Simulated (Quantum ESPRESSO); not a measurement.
PbSe (Clausthalite):

```xyz
2
Lattice="0.0000 3.0606 3.0606 3.0606 0.0000 3.0606 3.0606 3.0606 0.0000" Properties=species:S:1:pos:R:3 pbc="T T T"
Pb    0.0000    0.0000    0.0000
Se    3.0606    3.0606    3.0606
```

Base run:

| Item | Value |
| --- | --- |
| Program | Quantum ESPRESSO 7.5 |
| Functional | LDA |
| Potentials or basis | SG15 PBE 1.2 |
| Cutoff | 952 eV |
| Density cutoff | 3810 eV |
| k mesh | 8 × 8 × 8 |
| Occupations | fermi-dirac, width 0.05 eV |
| Spin | no spin polarisation |

Its results: band gap on the k mesh 0.06 eV, direct; pressure -1.7 GPa.

Task: After a change of settings the same cell gave: band gap on the k mesh 1.28 eV, direct; pressure -3.3 GPa. Which change was it?
A. functional from LDA to HLE16
B. functional from LDA to r2SCAN; k mesh from 8 × 8 × 8 to 6 × 6 × 6
C. functional from LDA to rev-vdW-DF2
D. functional from LDA to RPBE

Result: A.

Caveats: the potentials were made for another functional, which shifts forces and pressure; spin-orbit coupling is left out, which as a rule narrows the gap of such compounds by several tenths of an eV; the potentials were made for a functional far from this one (some runs).

Runs at the PBE level aren't shown here.
